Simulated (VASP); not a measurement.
## BN (Qingsongite): relaxation of the atoms with PBEsol

Crystal: BN (Qingsongite).

```xyz
2
Lattice="0.0000 1.7789 1.7789 1.7789 0.0000 1.7789 1.7789 1.7789 0.0000" Properties=species:S:1:pos:R:3 pbc="T T T"
B     0.0000    0.0000    0.0000
N     0.8895    0.8895    0.8895
```

The cell isn't the ideal one: a relaxed cell with its volume scaled by 0.96.

```yaml
Program: VASP 6.6.1
Task: relaxation of the atoms
Functional: PBEsol
Potentials_or_basis: VASP PAW PBE potentials, release 64 (B, N)
Cutoff: 600 eV
k_mesh: 14 × 14 × 14
Occupations: gaussian, width 0.03 eV
Spin: no spin polarisation
Further_INCAR_settings: ALGO = Fast; EDIFF = 1e-07; IBRION = 2; EDIFFG = -0.01; NSW = 40
```

```yaml
Pressure_after_relaxing: 17.1 GPa
Band_gap_on_the_k_mesh: 4.32 eV, indirect (least direct gap 8.99 eV)
```

Final structure:
```
B N
1.0
     0.00000    1.77895    1.77895
     1.77895    0.00000    1.77895
     1.77895    1.77895    0.00000
B N
1 1
Cartesian
  0.0000 0.0000 0.0000
  0.8895 0.8895 0.8895
```

Levels at points of the mesh, in eV from the valence-band top:
| k point | band 2 | band 3 | band 4 | band 5 | band 6 | band 7 |
| --- | --- | --- | --- | --- | --- | --- |
| (0.00, 0.00, 0.00) | 0.00 | 0.00 | 0.00 | 8.99 | 8.99 | 8.99 |
| (0.50, 0.00, 0.00) | -11.23 | -2.04 | -2.04 | 10.72 | 10.88 | 10.88 |
| (0.50, 0.50, 0.00) | -9.29 | -5.18 | -5.18 | 4.32 | 9.35 | 18.62 |

It took 18 s on 1 thread of Intel(R) Xeon(R) Platinum 8259CL CPU @ 2.50GHz (Skylake/Cascade Lake) (shared host), peak memory 0.12 GiB.

Caveat: the relaxation stopped at its first step, so nothing moved; the PAW data sets were made with another functional, which shifts forces and pressure a little. A k mesh can miss the band edges.
